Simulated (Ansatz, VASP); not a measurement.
KTaO3 in VASP and in Ansatz

```
K Ta O
1.0
     4.06423    0.00000    0.00000
     0.00000    4.06423    0.00000
     0.00000    0.00000    4.06423
K Ta O
1 1 3
Direct
  0.50000 0.50000 0.50000
  0.00000 0.00000 0.00000
  0.50000 0.00000 0.00000
  0.00000 0.50000 0.00000
  0.00000 0.00000 0.50000
```

Alike in both runs: task single point; functional PBE; k mesh 8 × 8 × 8; occupations gaussian, width 0.02 eV; no spin polarisation.

|  | VASP | Ansatz |
| --- | --- | --- |
| version | VASP 6.6.1 | Ansatz 0.2.0 |
| potentials or method | VASP PAW PBE potentials, release 64 (K_sv, Ta_pv, O) | scalar-relativistic, plane waves, PAW |
| plane-wave cutoff (eV) | 520 | 420 |
| valence electrons in the cell | 38 | 40 |

|  | VASP | Ansatz | Ansatz less VASP |
| --- | --- | --- | --- |
| gap on the k mesh at the Fermi level (eV) | 2.05 | 2.09 | +0.043 |
| least direct gap on the mesh (eV) | 2.69 | 2.72 | +0.035 |
| pressure (GPa) | -4.7 | -5.2 | -0.50 |

With one functional, cell and mesh, what is left measures potentials, basis and numerics. The two sets of potentials don't hold the same shells in valence.

Caveats: spin-orbit coupling is left out, which moves the levels of the heavy elements. A k mesh can miss the band edges. PBE gaps usually lie below the measured ones, often by a third to a half.
